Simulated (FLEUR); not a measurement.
# SnO2 under changes of volume

One of the cells (14.496 Å³/atom); the others are scaled copies at fixed shape and fractional positions:

```
CELL_PARAMETERS angstrom
1.61709 0.93363 4.80059
-1.61709 0.93363 4.80059
0.00000 -1.86726 4.80059
ATOMIC_POSITIONS crystal
Sn 0.50000 0.50000 0.50000
O 0.76283 0.76283 0.76283
O 0.23717 0.23717 0.23717
```

Measurements of this composition are mostly on another form, of space group No. 136.

* Program: FLEUR MaX-R8.1 (later development tree)
* Functional: LDA
* Potentials or basis: all-electron
* Basis: FLAPW
* Kmax: 4.77 1/bohr
* k mesh: 10 × 10 × 10
* Occupations: fermi-dirac, width 0.05 eV
* Spin: no spin polarisation

```csv
volume (Å³/atom),energy over the lowest point (meV/atom),gap on the mesh (eV)
13.626,0.00,2.19
13.916,3.74,2.04
14.496,27.50,1.77
15.075,69.32,1.54
15.365,?,?
```

Question: What does the run at 15.365 Å³/atom give?

Answer: Energy over the lowest point 95.66 meV/atom; gap on the mesh 1.43 eV.

Worked out: A Birch-Murnaghan fit of order 2 (a polynomial in V^(-2/3)) to the other rows has its minimum at 13.59 Å³/atom, just outside them, with B0 = V·E''(V) = 163 GPa at fixed shape and positions, which overstates the stiffness. It gives 95.97 meV/atom at 15.365 Å³/atom, against the run's 95.66. A parabola through the other rows of the gap, of slope -5.19 eV per unit of ln V there, extrapolates to 1.44 eV, against the run's 1.43.

Energies are extrapolated to zero smearing.

Caveats: spin-orbit coupling is left out, which moves the levels of the heavy elements.

A mesh can miss the band edges.
